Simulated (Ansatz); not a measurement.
Relaxing AlCu3

Method: DFT PBEsol, scalar-relativistic, plane waves, PAW in Ansatz. Settings: 420 eV cutoff, 12×12×12 k-mesh, Gaussian smearing of 0.10 eV, no spin polarisation.

What was changed: relaxed at 10 GPa.

Other phases may be more stable at this pressure.

Command:

```bash
ansatz run input.yaml --threads 1 --pin off --max-ram 2560MiB --backend cpu --events-out ev --progress --plain --runs-dir out
```

Input:

```yaml
crystal:
  lattice:
    - [0.0, 2.8275458809, 2.8275458809]
    - [2.8275458809, 0.0, 2.8275458809]
    - [2.8275458809, 2.8275458809, 0.0]
  atoms:
    - { symbol: Al, position: [0.0, 0.0, 0.0] }
    - { symbol: Cu, position: [0.5, 0.5, 0.5] }
    - { symbol: Cu, position: [0.25, 0.25, 0.25] }
    - { symbol: Cu, position: [0.75, 0.75, 0.75] }
basis:
  ecutwfc: 420
kpoints:
  mp_grid: { grid: [12, 12, 12] }
hamiltonian:
  xc: pbesol
scf:
  occupations: { method: gaussian, width: 0.1 }
output:
  forces: true
  stress: true
  eigenvalues: true
relax:
  adjacent_minimum: "off"
  f_tol: 0.008
  max_steps: 50
  cell: { stress_tol: 0.08, p_target: 10.0 }
```

F is the free energy. Steps run on the plane waves of an earlier cell, but the last one, and at times one on the way, on a freshly chosen basis, so a repeated geometry can differ a little in energy. The relaxation lowers the enthalpy F + PV at the target pressure, so F itself can rise.

Steps:

```json
{"step": "1", "F − F(1) (eV)": "0.0000", "largest force component (eV/Å)": "0.000", "V (Å³/atom)": "11.303", "P (GPa)": "10.24"}
{"step": "2", "F − F(1) (eV)": "-0.0020", "largest force component (eV/Å)": "0.000", "V (Å³/atom)": "11.311", "P (GPa)": "10.10"}
{"step": "3", "F − F(1) (eV)": "-0.0034", "largest force component (eV/Å)": "0.000", "V (Å³/atom)": "11.317", "P (GPa)": "10.00"}
{"step": "4", "F − F(1) (eV)": "-0.0034", "largest force component (eV/Å)": "0.000", "V (Å³/atom)": "11.317", "P (GPa)": "10.00"}
```

Relaxed structure:

```
CELL_PARAMETERS angstrom
0.00000 2.82868 2.82868
2.82868 0.00000 2.82868
2.82868 2.82868 0.00000
ATOMIC_POSITIONS crystal
Al 0.00000 0.00000 0.00000
Cu 0.50000 0.50000 0.50000
Cu 0.25000 0.25000 0.25000
Cu 0.75000 0.75000 0.75000
```

It takes space group Fm-3m (No. 225, cubic). The conventional cell has a = 5.657 Å, b = 5.657 Å, c = 5.657 Å, α = 90.00°, β = 90.00°, γ = 90.00°. Al (site symmetry m-3m) has 8 Cu at 2.45 Å as nearest neighbours. Cu (site symmetry m-3m) has 8 Cu at 2.45 Å as nearest neighbours. Around Cu (site symmetry -43m) lie 4 Al at 2.45 Å and 4 Cu at 2.45 Å.

The run converged. The run took 18 s on 1 thread of Intel(R) Xeon(R) Platinum 8375C CPU @ 2.90GHz (Ice Lake) (shared host), peak memory 0.46 GiB.